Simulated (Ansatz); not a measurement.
## TePb (Pnma)

Method: Ansatz, DFT r2SCAN, scalar-relativistic, plane waves, PAW.

Settings: cutoff 500 eV, Γ-centred mesh 4×6×4 on the computed 8-atom cell, Gaussian smearing of 0.02 eV; no spin polarisation.

The structure is relaxed at this level of theory with its symmetry kept. This form isn't the usual stable structure of the compound.

Space group Pnma (No. 62). a = 8.495 Å, b = 4.659 Å, c = 7.070 Å, α = 90.00°, β = 90.00°, γ = 90.00°
```tsv
atom	site	symmetry	x	y	z
Te	4c	.m.	0.1896	0.7500	0.1210
Pb	4c	.m.	0.0411	0.7500	0.7303
```

Task: Formation energy from the elements' standard states (uncorrected)?

Result: -0.451 eV/atom.

Task: Generalised Kohn–Sham band gap?

Result: 1.09 eV, indirect from (0.206, 0.000, 0.000) to T.

Task: Löwdin character of the top 1 eV of the valence band?

Result: Te 5p 79 %, Pb 6p 11 %, Pb 6s 8 %.

Task: Löwdin character of the lowest 1 eV of the conduction band?

Result: Pb 6p 71 %, Te 5p 15 %, Te 5s 8 %.

Task: Electron masses at the edge by Cartesian direction of the standard setting (m_e; degenerate bands sorted by energy; no spin-orbit coupling)?

Result: x: 0.11, 0.11; y: 0.26, 0.26; z: 0.15, 0.15.

Task: Hole masses at the edge by Cartesian direction of the standard setting (m_e; degenerate bands sorted by energy; no spin-orbit coupling)?

Result: x: 0.22; y: 0.12; z: 1.3.

Task: Bader charges (e)?

Result: Te (4 in the cell) -0.74, Pb (4 in the cell) 0.74.

Spin-orbit coupling is left out, which matters for the bands of heavy elements.

Cost: 3 runs of about 19 core-minutes in all, on Arm Neoverse V1 (shared hosts).